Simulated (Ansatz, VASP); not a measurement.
# Two plane-wave programs on Si

Contents of INCAR:

```
SYSTEM = Si
ALGO     = Normal         ! electronic algorithm
EDIFF    = 1E-6           ! SCF threshold, eV
EDIFFG   = -0.04          ! ionic threshold
ENCUT    = 600            ! plane-wave cutoff, eV
GGA      = PE             ! functional
IBRION   = 2              ! ionic algorithm
ISIF     = 3              ! what is computed and relaxed
ISMEAR   = 0              ! smearing method
LASPH    = .TRUE.         ! aspherical terms in the spheres
LCHARG   = .FALSE.        ! write CHGCAR
LREAL    = .FALSE.        ! projectors in reciprocal space
LWAVE    = .FALSE.        ! write WAVECAR
NELM     = 100            ! most SCF steps
NSW      = 90             ! ionic steps
PREC     = Accurate       ! precision mode
SIGMA    = 0.1            ! smearing width, eV
```

The input KPOINTS:

```
k-points
0
G
  6 6 4
  0 0 0
```

Contents of POSCAR:

```
Si
1.0
    1.7126690100     -5.4329379470      0.0000000000
    1.7126690100      5.4329379470      0.0000000000
    0.0000000000      0.0000000000      4.5326225158
Si
4
Direct
    0.0980000000      0.9020000000      0.9100000000
    0.5980000000      0.4020000000      0.5900000000
    0.9020000000      0.0980000000      0.0900000000
    0.4020000000      0.5980000000      0.4100000000
```

Input for Ansatz:

```yaml
crystal:
  lattice:
    - [1.71266901, -5.432937947, 0.0]
    - [1.71266901, 5.432937947, 0.0]
    - [0.0, 0.0, 4.5326225158]
  atoms:
    - { symbol: Si, position: [0.098, 0.902, 0.91] }
    - { symbol: Si, position: [0.598, 0.402, 0.59] }
    - { symbol: Si, position: [0.902, 0.098, 0.09] }
    - { symbol: Si, position: [0.402, 0.598, 0.41] }
basis:
  ecutwfc: 420
kpoints:
  mp_grid: { grid: [6, 6, 4] }
hamiltonian:
  xc: pbe
scf:
  occupations: { method: gaussian, width: 0.1 }
  lower_state_search: "off"
output:
  forces: true
  stress: true
  eigenvalues: true
relax:
  adjacent_minimum: "off"
  f_tol: 0.04
  max_steps: 70
  cell: { stress_tol: 0.4 }
```

Alike in both runs: task relaxation of cell and atoms; functional PBE; k mesh 6 × 6 × 4; occupations gaussian, width 0.1 eV; no spin polarisation.

```csv
,VASP,Ansatz
version,VASP 6.6.1,Ansatz 0.2.0
potentials or method,"VASP PAW PBE potentials, release 64 (Si)","scalar-relativistic, plane waves, PAW"
plane-wave cutoff (eV),600,420
valence electrons in the cell,16,16
```

Ansatz gave:

| Item | Value |
| --- | --- |
| gap on the k mesh at the Fermi level, each at its own relaxed structure (eV) | none |
| relaxed volume (Å³/atom) | 16.98 |
| relaxed cell length with the largest relative difference (Å) | 3.745 |
| energy change over the relaxation (meV/atom) | -575 |

Task: Which values does VASP return?

Result: gap on the k mesh at the Fermi level, each at its own relaxed structure (eV): none; relaxed volume (Å³/atom): 16.91; relaxed cell length with the largest relative difference (Å): 3.739; energy change over the relaxation (meV/atom): -574.

A gap of «none» marks a metal or a gap that the smearing closes.

Caveats: the volume moved by over 15 % at a fixed basis, so the end points are rough.
